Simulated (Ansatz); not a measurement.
Crystal: CdSe.

```
Cd Se
1.0
     0.00000    3.07027    3.07027
     3.07027    0.00000    3.07027
     3.07027    3.07027    0.00000
Cd Se
1 1
Direct
  0.00000 0.00000 0.00000
  0.25000 0.25000 0.25000
```

Measurements of this composition are mostly on another form, of space group No. 186.

| Item | Value |
| --- | --- |
| Program | Ansatz 0.2.0 |
| Task | relaxation of cell and atoms |
| Functional | HSEsol |
| Potentials or basis | Ansatz PAW |
| Cutoff | 420 eV (not typed: the program's choice for these potentials) |
| k mesh | 4 × 4 × 4 |
| Occupations | fermi-dirac, width 0.05 eV |
| Spin | no spin polarisation |

At the start: volume 28.94 Å³/atom.

How do energy, volume and symmetry change on relaxing?

It ends after 4 steps and the volume is 28.03 Å³/atom (-3.1 %); space group F-43m (No. 216, to 0.05 Å).

The path:
| step | energy change (eV) | largest force (eV/Å) | volume (Å³) |
| --- | --- | --- | --- |
| 1 | 0.0000 | 0.0000 | 57.88 |
| 2 | -0.0100 | 0.0000 | 55.32 |
| 3 | -0.0111 | 0.0000 | 56.06 |
| 4 | -0.0100 | 0.0000 | 56.06 |

Final structure:
```
Cd Se
1.0
     0.00000    3.03776    3.03776
     3.03776    0.00000    3.03776
     3.03776    3.03776    0.00000
Cd Se
1 1
Direct
  0.00000 0.00000 0.00000
  0.25000 0.25000 0.25000
```

Caveat: the k mesh is coarse (spacing up to 0.44 Å⁻¹), so the values aren't converged, least of all with exact exchange; the plane-wave basis is chosen anew once the cell has moved, so the energies of steps on either side of that aren't comparable; the PAW data sets come from PBE, with cores solved anew for the run's functional, which leaves a small shift of forces and pressure.
